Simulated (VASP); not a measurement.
## VASP 6.6.1 run: CdTe

INCAR

```
LASPH = .TRUE.
NBANDS = 16
NSW = 0
IBRION = -1
ISIF = 2
PREC = Accurate
ISMEAR = -1
LREAL = .FALSE.
GGA = PE
MAGMOM = 1
LWAVE = .FALSE.
ENCUT = 520
EDIFF = 1E-7
ISPIN = 2
SIGMA = 0.02
NELM = 70
LCHARG = .FALSE.
```

KPOINTS

```
KPOINTS created by Atomic Simulation Environment
0
Gamma
6 6 6
0 0 0
```

POSCAR

```
Cd Te
 1.0000000000000000
     0.0000000000000000    3.4344410031999999    3.0572232087000000
     3.4344410031999999    0.0000000000000000    3.0572232087000000
     3.4344410031999999    3.4344410031999999    0.0000000000000000
 Cd  Te
   1   1
Cartesian
  0.0000000000000000  0.0000000000000000  0.0000000000000000
  1.7172205015999997  1.7172205015999997  1.5286116043500000
```

The recommended PBE PAW datasets give the neutral cell 18 valence electrons.

Command

```
mpirun -np 1 vasp_std
```

How does this run end, and what does it give?

VASP stopped before the first electronic step.

Standard output (part)

```
POSCAR found type information on POSCAR CdTe
 POSCAR found :  2 types and       2 ions
|     EEEEEEE  RRRRRR   RRRRRR   OOOOOOO  RRRRRR      ###     ###     ###     |
|     E        R     R  R     R  O     O  R     R     ###     ###     ###     |
|     E        R     R  R     R  O     O  R     R     ###     ###     ###     |
|     EEEEE    RRRRRR   RRRRRR   O     O  RRRRRR       #       #       #      |
|     E        R    R   R    R   O     O  R    R      ###     ###     ###     |
|     EEEEEEE  R     R  R     R  OOOOOOO  R     R     ###     ###     ###     |
|     ERROR: You have set 1 value(s) for MAGMOM; however for                  |
|     spin-polarized calculations (ISPIN=2), MAGMOM has to be a list of       |
|     NIONS values. NIONS=2 in your calculation.                              |
|       ---->  I REFUSE TO CONTINUE WITH THIS SICK JOB ... BYE!!! <----       |
```

The fault: too few starting moments.
